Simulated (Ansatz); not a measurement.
Tetradymite Sb2Te3, treated with RPBE in Ansatz (PAW).

Settings: plane-wave cutoff 520 eV, 10×10×10 k mesh, Fermi–Dirac smearing 0.01 eV, scalar-relativistic PAW data made under PBE.

Cell (relaxed at this level):

```xyz
5
Lattice="13.0082 -2.1844 0.3051 13.0082 2.1844 0.3051 12.5532 0.0000 4.0612" Properties=species:S:1:pos:R:3 pbc="T T T"
Sb    14.8584     0.0000     1.7996
Sb    23.7112     0.0000     2.8719
Te     0.0000     0.0000     0.0000
Te     9.1685     0.0000     1.1105
Te    29.4010     0.0000     3.5610
```

What does this level give for the bulk modulus B0, band gap, smallest direct gap on the k points sampled and Γ–Γ gap?


bulk modulus B0: 1.38 GPa
band gap: 0.62 eV
smallest direct gap on the k points sampled: 0.91 eV
Γ–Γ gap: 0.97 eV

Measured, for comparison: band gap 0.3 eV (temperature not stated, not corrected to a static lattice, compiled measured gap; kind and temperature not stated, our sources range from 0.17 to 0.30; as tabulated in Kothakonda et al. (2022), arXiv:2208.02841); bulk modulus 36.1 ± 0.9 GPa (temperature not stated, not corrected to a static lattice; as tabulated in Sans et al. (2019), arXiv:1907.08317). Computed (rounded) less measured: bulk modulus -96 %.

Note: for a layered or molecular solid the relaxed cell lies over 5 % above the published volume, where the minimum can be shallow; the cell comes from a level without a dispersion term, which matters for the spacing of layers, chains or molecules; the bulk modulus comes from volumes at which shape and atoms were relaxed.

Spin–orbit coupling is not included; with these elements it can move the gap by several tenths of an eV or more.

Static lattice: no zero-point or thermal effects.

It cost around 50 core-minutes (rough) of CPU time.

Ansatz is an electronic-structure program.
